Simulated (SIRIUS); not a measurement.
**SiO2 under changes of volume**

One of the cells (8.044 Å³/atom); the others are scaled copies at fixed shape and fractional positions:

```
CELL_PARAMETERS angstrom
4.23317 0.00000 0.00000
0.00000 4.23317 0.00000
0.00000 0.00000 2.69349
ATOMIC_POSITIONS crystal
Si 0.00000 0.00000 0.00000
Si 0.50000 0.50000 0.50000
O 0.80684 0.19316 0.50000
O 0.30684 0.30684 0.00000
O 0.19316 0.80684 0.50000
O 0.69316 0.69316 0.00000
```

The cell comes from a database or a generator and needn't be the stable form of this composition.

| Property | Result |
| --- | --- |
| Program | SIRIUS 7.12.0 |
| Functional | PBEsol |
| Potentials or basis | all-electron FP-LAPW |
| Cutoff | 404 eV |
| Basis | apw+lo standard |
| k mesh | 4 × 4 × 6 |
| Occupations | fermi-dirac, width 0.05 eV |
| Spin | no spin polarisation |

| volume (Å³/atom) | energy over the lowest point (meV/atom) | gap on the mesh (eV) |
| --- | --- | --- |
| 7.562 | ? | ? |
| 7.723 | 2.60 | 5.71 |
| 7.884 | 0.00 | 5.35 |
| 8.044 | 3.67 | 5.00 |
| 8.205 | 13.30 | 4.66 |
| 8.366 | 28.07 | 4.34 |
| 8.527 | 47.41 | 4.03 |

What does the run at 7.562 Å³/atom give?

Energy over the lowest point 12.29 meV/atom; gap on the mesh 6.09 eV.

Worked out: A Birch-Murnaghan fit of order 3 (a polynomial in V^(-2/3)) to the other rows has its minimum at 7.87 Å³/atom with B0 = V·E''(V) = 319 GPa and B' = 4.5 at fixed shape and positions, which overstates the stiffness. It gives 12.53 meV/atom at 7.562 Å³/atom, against the run's 12.29. A straight line through the other rows of the gap, of slope -17 eV per unit of ln V (its deformation potential), extrapolates to 6.06 eV, against the run's 6.09.

Energies are extrapolated to zero smearing.
